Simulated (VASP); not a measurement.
# AlN (Fm-3m) in VASP: notebook

The runs below take AlN through single point, with PBE.

Program: VASP 6.6.1. These are calculated values, not measurements. Logs are shortened: lines on timing, memory, paths and dates and some standing lists are left out, and cuts for length are marked.

### 1 The cell of the first run

The structure is cubic, space group Fm-3m (No. 225). The conventional cell has a = 4.009 Å, b = 4.009 Å, c = 4.009 Å, α = 90.00°, β = 90.00°, γ = 90.00°. Al (site symmetry m-3m) is surrounded by 6 N at 2.00 Å. N (site symmetry m-3m) has 6 Al at 2.00 Å as nearest neighbours.

Measurements of this composition are mostly on another form, of space group No. 186.

### 2 Single point, PBE (strained and moved within the space group)

File INCAR:

```
PREC = Accurate
ENCUT = 520
EDIFF = 1E-6
ISMEAR = 0
SIGMA = 0.02
LREAL = F
LASPH = T
NELM = 100
ALGO = Normal
ISIF = 2
LWAVE = F
LCHARG = T
GGA = PE
LELF = T
LVHAR = T
NBANDS = 11
```

File KPOINTS:

```
Automatic mesh
0
Gamma
  10 10 10
```

File POSCAR:

```
AlN
1.0
    0.0000000000      2.0046105854      2.0046105854
    2.0046105854      0.0000000000      2.0046105854
    2.0046105854      2.0046105854      0.0000000000
Al N
1 1
Direct
    0.5000000000      0.5000000000      0.5000000000
    0.0000000000      0.0000000000      0.0000000000
```

Potentials or basis: VASP PAW PBE potentials, release 64 (Al, N).

Run with:

```sh
$ cat potpaw_PBE.64/Al/POTCAR potpaw_PBE.64/N/POTCAR > POTCAR
$ mpirun -np 1 vasp_std > vasp.out
```

OUTCAR:

```text
PREC = Accurate
   ENCUT = 520
   EDIFF = 1E-6
   ISMEAR = 0
   LREAL = F
   LASPH = T
   NELM = 100
   ISIF = 2
   GGA = PE

 ion  position               nearest neighbor table
   1  0.500  0.500  0.500-   2 2.00   2 2.00   2 2.00   2 2.00   2 2.00   2 2.00
   2  0.000  0.000  0.000-   1 2.00   1 2.00   1 2.00   1 2.00   1 2.00   1 2.00

  LATTYP: Found a face centered cubic cell.
 ALAT       =     4.0092211708

  Lattice vectors:

 A1 = (   0.0000000000,   2.0046105854,   2.0046105854)
 A2 = (   2.0046105854,   0.0000000000,   2.0046105854)
 A3 = (   2.0046105854,   2.0046105854,   0.0000000000)

Analysis of symmetry for initial positions (statically):
=====================================================================
 Subroutine PRICEL returns:
 Original cell was already a primitive cell.

 Routine SETGRP: Setting up the symmetry group for a
 face centered cubic supercell.

 Subroutine GETGRP returns: Found 48 space group operations
 (whereof 48 operations were pure point group operations)
 out of a pool of 48 trial point group operations.

The static configuration has the point symmetry O_h .

Analysis of symmetry for dynamics (positions and initial velocities):
=====================================================================
 Subroutine PRICEL returns:
 Original cell was already a primitive cell.

 Routine SETGRP: Setting up the symmetry group for a
 face centered cubic supercell.

 Subroutine GETGRP returns: Found 48 space group operations
 (whereof 48 operations were pure point group operations)
 out of a pool of 48 trial point group operations.

The dynamic configuration has the point symmetry O_h .

 Subroutine INISYM returns: Found 48 space group operations
 (whereof 48 operations are pure point group operations),
 and found     1 'primitive' translations

----------------------------------------------------------------------------------------

                                     Primitive cell

  volume of cell :      16.1109

  direct lattice vectors                    reciprocal lattice vectors
     0.000000000  2.004610585  2.004610585    -0.249425002  0.249425002  0.249425002
     2.004610585  0.000000000  2.004610585     0.249425002 -0.249425002  0.249425002
     2.004610585  2.004610585  0.000000000     0.249425002  0.249425002 -0.249425002

  length of vectors
     2.834947477  2.834947477  2.834947477     0.432016777  0.432016777  0.432016777

  position of ions in fractional coordinates (direct lattice)
     0.500000000  0.500000000  0.500000000
     0.000000000  0.000000000  0.000000000

  ion indices of the primitive-cell ions
   primitive index   ion index
                 1           1
                 2           2

----------------------------------------------------------------------------------------

 KPOINTS: Automatic mesh

Automatic generation of k-mesh.
 Grid dimensions read from file:
 generate k-points for:   10   10   10

 Generating k-lattice:

  Cartesian coordinates                     Fractional coordinates (reciprocal lattice)
    -0.024942500  0.024942500  0.024942500     0.100000000  0.000000000  0.000000000
     0.024942500 -0.024942500  0.024942500     0.000000000  0.100000000  0.000000000
     0.024942500  0.024942500 -0.024942500     0.000000000  0.000000000  0.100000000

  Length of vectors
     0.043201678  0.043201678  0.043201678

  Shift w.r.t. Gamma in fractional coordinates (k-lattice)
     0.000000000  0.000000000  0.000000000

 Subroutine IBZKPT returns following result:
 ===========================================

 Found     47 irreducible k-points:

 Following reciprocal coordinates:
            Coordinates               Weight
  0.000000  0.000000  0.000000      1.000000
  0.100000  0.000000  0.000000      8.000000
  0.200000  0.000000  0.000000      8.000000
  0.300000  0.000000  0.000000      8.000000
  0.400000  0.000000  0.000000      8.000000
  0.500000  0.000000  0.000000      4.000000
[... 16 lines left out ...]
  0.300000  0.300000  0.000000      6.000000
  0.400000  0.300000  0.000000     24.000000
 [... further k-points ...]
   k-points           NKPTS =     47   k-points in BZ     NKDIM =     47   number of bands    NBANDS=     11
   number of dos      NEDOS =    301   number of ions     NIONS =      2
   total plane-waves  NPLWV =  13824
   dimension x,y,z NGX =    24 NGY =   24 NGZ =   24
   dimension x,y,z NGXF=    48 NGYF=   48 NGZF=   48
   ions per type =               1   1
   NGX,Y,Z   is equivalent  to a cutoff of  14.07, 14.07, 14.07 a.u.
   NGXF,Y,Z  is equivalent  to a cutoff of  28.15, 28.15, 28.15 a.u.
 SYSTEM =  unknown system
   PREC   = accura    normal or accurate (medium, high low for compatibility)
   ISTART =      0    job   : 0-new  1-cont  2-samecut
   ICHARG =      2    charge: 1-file 2-atom 10-const
   ISPIN  =      1    spin polarized calculation?
   LNONCOLLINEAR =      F non collinear calculations
   LSORBIT =      F    spin-orbit coupling
   LASPH  =      T    aspherical Exc in radial PAW
   ENCUT  =  520.0 eV  38.22 Ry    6.18 a.u.   5.27  5.27  5.27*2*pi/ulx,y,z
   NELM   =    100;   NELMIN=  2; NELMDL= -5     # of ELM steps
   EDIFF  = 0.1E-05   stopping-criterion for ELM
   LREAL  =      F    real-space projection
   EDIFFG = 0.1E-04   stopping-criterion for IOM
   NSW    =      0    number of steps for IOM
   IBRION =     -1    ionic relax: 0-MD 1-quasi-New 2-CG
   NFREE  =      0    steps in history (QN), initial steepest desc. (CG)
   ISIF   =      2    stress and relaxation
   ISYM   =      2    0-nonsym 1-usesym 2-fastsym
   POTIM  = 0.5000    time-step for ionic-motion
   TEBEG  =    0.0;   TEEND  =   0.0 temperature during run
   PSTRESS=    0.0 pullay stress
   NELECT =       8.0000    total number of electrons
   NUPDOWN=      -1.0000    fix difference up-down
   EMIN   =  10.00;   EMAX   =-10.00  energy-range for DOS
   EFERMI =   0.00;   METHOD = LEGACY
   ISMEAR =     0;   SIGMA  =   0.02  broadening in eV -4-tet -1-fermi 0-gaus
   EFERMI_NEDOS =   21; number of points for ismear=-14 and -15
   IALGO  =     38    algorithm
   IMIX   =      4    mixing-type and parameters
     AMIX     =   0.40;   BMIX     =  1.00
     AMIX_MAG =   1.60;   BMIX_MAG =  1.00
  volume/ion in A,a.u.               =       8.06        54.36
  Fermi-wavevector in a.u.,A,eV,Ry     =   1.296377  2.449798 22.865877  1.680595
  Thomas-Fermi vector in A             =   2.427838
   LORBIT       =      0    0 simple, 1 ext, 2 COOP (PROOUT), +10 PAW based schemes
   GGA     = PE    functional components
   LHFCALC =     F    Hartree Fock is set to
   AEXX    =    0.0000 exact exchange contribution
   IVDW    =     0    specifies the selected vdW correction
   LEPSILON=     F    determine dielectric tensor
   LRPA    =     F    only Hartree local field effects (RPA)
 non-spin polarized calculation
 Gauss-broadening in eV      SIGMA  =   0.02
  energy-cutoff  :      520.00
  volume of cell :       16.11
 maximum number of plane-waves:       444
 NGX is ok and might be reduce to    24
   NGX = 11   NGY = 11   NGZ = 11

 number of electron       7.9999999 magnetization

 Free energy of the ion-electron system (eV)
  ---------------------------------------------------
  ext. energy  EPLUGINS =         0.00000000
  ---------------------------------------------------
  free energy    TOTEN  =       -14.51840854 eV

  energy without entropy =      -14.51840854  energy(sigma->0) =      -14.51840854

 E-fermi :  10.4421     XC(G=0): -12.4046

 val. band max:       10.2956205595   @ k =   0.0000   0.0000   0.0000
 cond. band min:      15.1490459453   @ k =   0.5000   0.5000   0.0000
 fundamental gap:      4.8534253858
 Fermi energy:        10.4421062578

 k-point     1 :       0.0000    0.0000    0.0000
  band No.  band energies     occupation
      1      -7.4894      2.00000
      2      10.2956      2.00000
      3      10.2956      2.00000
      4      10.2956      2.00000
      5      16.3456      0.00000
      6      22.5447      0.00000
      7      22.5447      0.00000
      8      22.5447      0.00000
      9      27.7544      0.00000
     10      28.2732      0.00000
     11      28.2732      0.00000

 k-point     2 :       0.1000    0.0000    0.0000
  band No.  band energies     occupation
      1      -7.2793      2.00000
      2       9.2755      2.00000
      3      10.1676      2.00000
      4      10.1676      2.00000
      5      16.9542      0.00000
      6      21.6456      0.00000
      7      22.8571      0.00000
      8      22.8571      0.00000
      9      26.7664      0.00000
     10      26.7664      0.00000
     11      28.8884      0.00000

 k-point     3 :       0.2000    0.0000    0.0000
  band No.  band energies     occupation
      1      -6.6675      2.00000
      2       7.1018      2.00000
      3       9.8576      2.00000
      4       9.8576      2.00000
      5      17.5219      0.00000
      6      21.2286      0.00000
      7      23.0944      0.00000
      8      23.0944      0.00000
      9      26.1491      0.00000
     10      26.1491      0.00000
     11      28.2731      0.00000

 k-point     4 :       0.3000    0.0000    0.0000
  band No.  band energies     occupation
      1      -5.7274      2.00000
      2       4.7226      2.00000
      3       9.5145      2.00000
      4       9.5145      2.00000
      5      17.1664      0.00000
      6      22.2956      0.00000
      7      22.4014      0.00000
      8      22.4014      0.00000
      9      27.4112      0.00000
     10      27.6363      0.00000
     11      27.6363      0.00000
[... 239 lines left out ...]
 k-point    22 :      -0.2000    0.2000    0.0000
  band No.  band energies     occupation
      1      -5.4234      2.00000
      2       5.2825      2.00000
      3       7.2753      2.00000
      4       9.5760      2.00000
      5      19.2222      0.00000
      6      20.4186      0.00000
      7      21.4322      0.00000
      8      23.1045      0.00000
      9      25.4656      0.00000
     10      29.6974      0.00000
     11      31.2430      0.00000

 k-point    23 :       0.3000    0.3000    0.0000
  band No.  band energies     occupation
      1      -5.1743      2.00000
      2       5.4106      2.00000
      3       8.2223      2.00000
      4       8.2223      2.00000
      5      16.9817      0.00000
      6      17.4481      0.00000
      7      22.3563      0.00000
      8      26.2443      0.00000
      9      26.2443      0.00000
     10      31.0757      0.00000
     11      34.8153      0.00000

 k-point    24 :       0.4000    0.3000    0.0000
  band No.  band energies     occupation
      1      -4.3923      2.00000
      2       4.3442      2.00000
      3       7.4289      2.00000
      4       7.9584      2.00000
      5      16.5961      0.00000
      6      17.3232      0.00000
      7      22.8013      0.00000
      8      26.2225      0.00000
      9      27.0182      0.00000
     10      32.4127      0.00000
     11      35.4816      0.00000

 [... further k-points ...]
[... 5 lines left out ...]
  --------------------------------------------------------------------------------------
  -------------------------------------------------------------------------------------
  Total        1.2313949      1.2313949      1.2313949     -0.0000000     -0.0000000      0.0000000
  in kB      122.4582070    122.4582070    122.4582070     -0.0000000     -0.0000000      0.0000000
  external PRESSURE =     122.4582070 kB  Pullay stress =       0.0000000 kB

 VOLUME and BASIS-vectors are now :
 -----------------------------------------------------------------------------
  energy-cutoff  :      520.00
  volume of cell :       16.11
      direct lattice vectors                 reciprocal lattice vectors
     0.000000000  2.004610585  2.004610585    -0.249425002  0.249425002  0.249425002
     2.004610585  0.000000000  2.004610585     0.249425002 -0.249425002  0.249425002
     2.004610585  2.004610585  0.000000000     0.249425002  0.249425002 -0.249425002

 POSITION                                       TOTAL-FORCE (eV/Angst)
 -----------------------------------------------------------------------------------
      2.00461      2.00461      2.00461         0.000000     -0.000000      0.000000
      0.00000      0.00000      0.00000        -0.000000      0.000000     -0.000000
 -----------------------------------------------------------------------------------
    total drift:                                0.000000     -0.000000     -0.000000

  FREE ENERGIE OF THE ION-ELECTRON SYSTEM (eV)
  ---------------------------------------------------
  free  energy   TOTEN  =       -14.5184085366 eV

  energy  without entropy=      -14.5184085366  energy(sigma->0) =      -14.51840854
```

Wall time 5.9 s (1 thread of AMD EPYC 9R45 (Zen 5), shared host); peak memory 0.1 GiB.

What came out:

```yaml
Free_energy: -14.5184 eV
Pressure: 12.2 GPa
Band_gap_on_the_k_mesh: 4.85 eV, indirect (least direct gap 6.05 eV)
```

Levels at points of the mesh, in eV from the valence-band top:
| k point | band 1 | band 2 | band 3 | band 4 | band 5 | band 6 | band 7 | band 8 | band 9 |
| --- | --- | --- | --- | --- | --- | --- | --- | --- | --- |
| (0.00, 0.00, 0.00) | -17.79 | 0.00 | 0.00 | 0.00 | 6.05 | 12.25 | 12.25 | 12.25 | 17.46 |
| (0.50, 0.00, 0.00) | -14.42 | -8.47 | -1.12 | -1.12 | 6.30 | 11.21 | 11.21 | 13.68 | 16.38 |
| (0.50, 0.50, 0.00) | -13.41 | -7.55 | -2.86 | -2.86 | 4.85 | 5.26 | 14.36 | 17.65 | 17.65 |

A k mesh can miss the band edges.

### 3 Single point, PBE (strained and moved within the space group)

File INCAR:

```
SYSTEM = AlN
PREC = Accurate
ENCUT = 520
EDIFF = 1E-6
ISMEAR = 0
SIGMA = 0.02
LREAL = .False.
LASPH = .True.
NELM = 100
ALGO = Normal
ISIF = 2
LWAVE = .False.
LCHARG = .False.
GGA = PE
NBANDS = 11
```

File KPOINTS:

```
Automatic mesh
0
Gamma
  10 10 10
  0 0 0
```

File POSCAR:

```
AlN
1.0
    0.0000000000      1.9869306240      1.9869306240
    1.9869306240      0.0000000000      1.9869306240
    1.9869306240      1.9869306240      0.0000000000
Al N
1 1
Direct
    0.5000000000      0.5000000000      0.5000000000
    0.0000000000      0.0000000000      0.0000000000
```

Potentials or basis: VASP PAW PBE potentials, release 64 (Al, N).

Run with:

```sh
$ cat potpaw_PBE.64/Al/POTCAR potpaw_PBE.64/N/POTCAR > POTCAR
$ mpirun -np 1 vasp_std > vasp.out
```

OUTCAR:

```text
SYSTEM = AlN
   PREC = Accurate
   ENCUT = 520
   EDIFF = 1E-6
   ISMEAR = 0
   LREAL = .False.
   LASPH = .True.
   NELM = 100
   ISIF = 2
   GGA = PE

 ion  position               nearest neighbor table
   1  0.500  0.500  0.500-   2 1.99   2 1.99   2 1.99   2 1.99   2 1.99   2 1.99
   2  0.000  0.000  0.000-   1 1.99   1 1.99   1 1.99   1 1.99   1 1.99   1 1.99

  LATTYP: Found a face centered cubic cell.
 ALAT       =     3.9738612480

  Lattice vectors:

 A1 = (   0.0000000000,   1.9869306240,   1.9869306240)
 A2 = (   1.9869306240,   0.0000000000,   1.9869306240)
 A3 = (   1.9869306240,   1.9869306240,   0.0000000000)

Analysis of symmetry for initial positions (statically):
=====================================================================
 Subroutine PRICEL returns:
 Original cell was already a primitive cell.

 Routine SETGRP: Setting up the symmetry group for a
 face centered cubic supercell.

 Subroutine GETGRP returns: Found 48 space group operations
 (whereof 48 operations were pure point group operations)
 out of a pool of 48 trial point group operations.

The static configuration has the point symmetry O_h .

Analysis of symmetry for dynamics (positions and initial velocities):
[... 165 lines left out ...]
 fundamental gap:      5.1188440023
 Fermi energy:        10.7334547478

 k-point     1 :       0.0000    0.0000    0.0000
  band No.  band energies     occupation
      1      -7.3822      2.00000
      2      10.6517      2.00000
      3      10.6517      2.00000
      4      10.6517      2.00000
      5      17.1006      0.00000
      6      22.9855      0.00000
      7      22.9855      0.00000
      8      22.9855      0.00000
      9      28.2689      0.00000
     10      28.8271      0.00000
     11      28.8271      0.00000
[... 309 lines left out ...]
 k-point    24 :       0.4000    0.3000    0.0000
  band No.  band energies     occupation
      1      -4.1950      2.00000
      2       4.5898      2.00000
      3       7.7097      2.00000
      4       8.2531      2.00000
      5      17.0564      0.00000
      6      17.8453      0.00000
      7      23.4717      0.00000
      8      26.9177      0.00000
      9      27.7492      0.00000
     10      33.0696      0.00000
     11      36.2507      0.00000

 [... further k-points ...]
[... 5 lines left out ...]
  --------------------------------------------------------------------------------------
  -------------------------------------------------------------------------------------
  Total        2.0200382      2.0200382      2.0200382      0.0000000      0.0000000     -0.0000000
  in kB      206.2965924    206.2965924    206.2965924      0.0000000      0.0000000     -0.0000000
  external PRESSURE =     206.2965924 kB  Pullay stress =       0.0000000 kB

 VOLUME and BASIS-vectors are now :
 -----------------------------------------------------------------------------
  energy-cutoff  :      520.00
  volume of cell :       15.69
      direct lattice vectors                 reciprocal lattice vectors
     0.000000000  1.986930624  1.986930624    -0.251644418  0.251644418  0.251644418
     1.986930624  0.000000000  1.986930624     0.251644418 -0.251644418  0.251644418
     1.986930624  1.986930624  0.000000000     0.251644418  0.251644418 -0.251644418

 POSITION                                       TOTAL-FORCE (eV/Angst)
 -----------------------------------------------------------------------------------
      1.98693      1.98693      1.98693        -0.000000      0.000000      0.000000
      0.00000      0.00000      0.00000         0.000000     -0.000000     -0.000000
 -----------------------------------------------------------------------------------
    total drift:                                0.000000     -0.000000     -0.000000

  FREE ENERGIE OF THE ION-ELECTRON SYSTEM (eV)
  ---------------------------------------------------
  free  energy   TOTEN  =       -14.4749708640 eV

  energy  without entropy=      -14.4749708640  energy(sigma->0) =      -14.47497086
```

Run time: 5.8 s. Hardware: 1 thread of AMD EPYC 9R45 (Zen 5), shared host; peak memory 0.1 GiB.

What came out:

- Free energy: -14.4750 eV
- Pressure: 20.6 GPa
- Band gap on the k mesh: 5.12 eV, indirect (least direct gap 6.45 eV)

Levels at points of the mesh, in eV from the valence-band top:
| k point | band 1 | band 2 | band 3 | band 4 | band 5 | band 6 | band 7 | band 8 | band 9 |
| --- | --- | --- | --- | --- | --- | --- | --- | --- | --- |
| (0.00, 0.00, 0.00) | -18.03 | 0.00 | 0.00 | 0.00 | 6.45 | 12.33 | 12.33 | 12.33 | 17.62 |
| (0.50, 0.00, 0.00) | -14.56 | -8.64 | -1.18 | -1.18 | 6.47 | 11.43 | 11.43 | 14.09 | 16.69 |
| (0.50, 0.50, 0.00) | -13.51 | -7.74 | -2.93 | -2.93 | 5.12 | 5.21 | 14.70 | 18.09 | 18.09 |

Caveat: so large a pressure means that the cell lies far from this level's equilibrium, or that cutoff or potentials fall short. A k mesh can miss the band edges.
